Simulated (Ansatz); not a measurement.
# TaN: a trigonal deformation path

One table from this session's results is given with a row withheld; the runs are named, their logs left out.

Program: Ansatz 0.2.0. Level of theory: DFT PBE, scalar-relativistic, plane waves, PAW. These are calculated values, not measurements.

## The structure to begin with

Symmetry: Fm-3m, No. 225, cubic system. Conventional cell: a = 4.358 Å, b = 4.358 Å, c = 4.358 Å, α = 90.00°, β = 90.00°, γ = 90.00°. Around Ta (site symmetry m-3m) lie 6 N at 2.18 Å. N (site symmetry m-3m) has 6 Ta at 2.18 Å in its first shell of neighbours.

As a file:

```xyz
2
Lattice="0.0000 2.1790 2.1790 2.1790 0.0000 2.1790 2.1790 2.1790 0.0000" Properties=species:S:1:pos:R:3 pbc="T T T"
Ta    2.1790    2.1790    2.1790
N     0.0000    0.0000    0.0000
```

No relaxation comes first: the listed cell is the starting point.

## The reference cell

The reference gives a free energy of -10317.8870 eV, pressure 14.54 GPa, largest force 0.000 eV/Å and gap on the mesh none (metal). It was computed beforehand with the settings of the runs below.

The first run:

At fixed volume and fractional coordinates, lengths along (0.577, 0.577, 0.577) are scaled against those across it; ρ is that ratio over its starting value.

Input file input.yaml:

```yaml
crystal:
  lattice:
    - [-0.9151226559, 1.8302453118, 1.8302453118]
    - [1.8302453118, -0.9151226559, 1.8302453118]
    - [1.8302453118, 1.8302453118, -0.9151226559]
  atoms:
    - { symbol: Ta, position: [0.5, 0.5, 0.5] }
    - { symbol: "N", position: [0.0, 0.0, 0.0] }
basis:
  ecutwfc: 420
kpoints:
  mp_grid: { grid: [20, 20, 20] }
hamiltonian:
  xc: pbe
scf:
  occupations: { method: gaussian, width: 0.15 }
output:
  forces: true
  stress: true
  eigenvalues: true
```

Started as:

```
ansatz run input.yaml --threads 1 --pin off --max-ram 2560MiB --backend cpu --events-out ev --progress --plain --runs-dir out
```

Steps of the session up to this table: Point ρ = 0.500; At ρ = 2.000; At ρ = 0.710; Point ρ = 1.410; At ρ = 0.600; Point ρ = 0.850; ρ = 1.200; ρ = 1.700; At ρ = 0.930; ρ = 1.080.

One of the session's tables, all rows but one given; the rest of the session is left out.

It belongs to the step «The scan collected». The scan, with free energies counted from the undisturbed cell:

```
    ρ  ΔE (meV/atom)  pressure (GPa)
0.500          481.5             2.0
0.600          513.6             7.5
0.710              ?               ?
0.850           94.2            15.3
0.930           17.8            14.8
1.000            0.0            14.5
1.080           16.6            14.9
1.200           80.3            16.1
1.410          401.6            18.4
1.700         1502.6            30.8
2.000         2943.7            59.9
```

Estimate the missing values for ρ = 0.710.

Worked estimate for «ΔE (meV/atom)». A straight line through the neighbours (0.600, 513.6) and (0.850, 94.2) gives 513.6 + (94.2 − 513.6) × (0.710 − 0.600) / (0.850 − 0.600) = 329.1; a parabola fitted to 4 rows on both sides gives 364.9.

The run gave: ΔE (meV/atom): 378.5; pressure (GPa): 13.3. In «ΔE (meV/atom)» the line misses by -49.4 and the parabola by -13.6.
